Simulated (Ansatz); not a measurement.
Runs of Ansatz 0.2.0 on W. It takes space group Im-3m (No. 229, cubic). The conventional cell has a = 3.165 Å, b = 3.165 Å, c = 3.165 Å, α = 90.00°, β = 90.00°, γ = 90.00°. W (site symmetry m-3m) is surrounded by 8 W at 2.74 Å. 

```tsv
task	level	potentials or basis	cell	cutoff (eV)	pressure (GPa)	V0 of scaled cells (Å³/atom)	B0 (GPa)
equation of state	SVWN5	Ansatz PAW	as given	420	-	15.39	328
relaxation of cell and atoms	rPW86-PBE	Ansatz PAW	relaxed	420	0.0	-	-
equation of state	LDA	PseudoDojo LDA	as given	952	-	(b)	327
equation of state	PBE+D4	Ansatz PAW	as given	420	-	15.80	(a)
single point	PBE	Ansatz PAW	as given	600	5.8	-	-
```

Alike in all rows: no spin polarisation; k mesh 12 × 12 × 12; smearing fermi-dirac 0.05 eV.

Q: Estimate the missing entries.

A: (a) 315; (b) 15.35.

Caveats: the plane-wave basis is chosen anew once the cell has moved, so the energies of steps on either side of that aren't comparable (some runs); the PAW data sets come from PBE, with cores solved anew for the run's functional, which leaves a small shift of forces and pressure (some runs).
